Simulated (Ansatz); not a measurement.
## One structure, 4 elements: MgO, CaO, SrO, BaO

Plane-wave DFT in Ansatz with scalar-relativistic PAW potentials, cutoff 500 eV, Γ-centred meshes chosen by cell and gap, Gaussian smearing with energies taken to zero width. Every cell was relaxed (cell and atoms) in a run of its own, within the symmetry of its start. Functional: r2SCAN.

All members share space group Fm-3m and the same sites; only the element on one set of sites changes (Mg, Ca, Sr, Ba). Members needn't be the stable form of their composition. Energies over the elements, where given, are against the elements' standard states in the same functional (H₂, N₂, O₂ and halogens uncorrected, Hg as a solid). The first member:

Space group Fm-3m (No. 225). a = 4.204 Å, b = 4.204 Å, c = 4.204 Å, α = 90.00°, β = 90.00°, γ = 90.00°
```
atom site symmetry x y z
  Mg    4a m-3m  0.0000  0.0000  0.0000
   O    4b m-3m  0.5000  0.0000  0.0000
```

```tsv
compound	V (Å³/atom)	a (Å)	gap on mesh (eV)	energy over elements (eV/atom)
MgO	9.29	4.204	5.68	-2.974
CaO	13.78	4.795	4.20	-3.218
BaO	21.30	5.544	2.38	-2.760
```

**Question.** Predict the member with Sr.

**Answer.** V (Å³/atom) 17.18, a (Å) 5.161, gap on mesh (eV) 3.80, energy over elements (eV/atom) -2.979. Interpolating linearly in period between Ca and Ba would give 17.54 Å³/atom (2.1 % too large) and a gap of 3.29 eV, with -2.989 eV/atom over the elements. Over the whole series the volume grows at each step down the group; the gap narrows; binding against the elements is strongest for Ca.

Spin-orbit coupling is left out, which matters for the bands of heavy elements.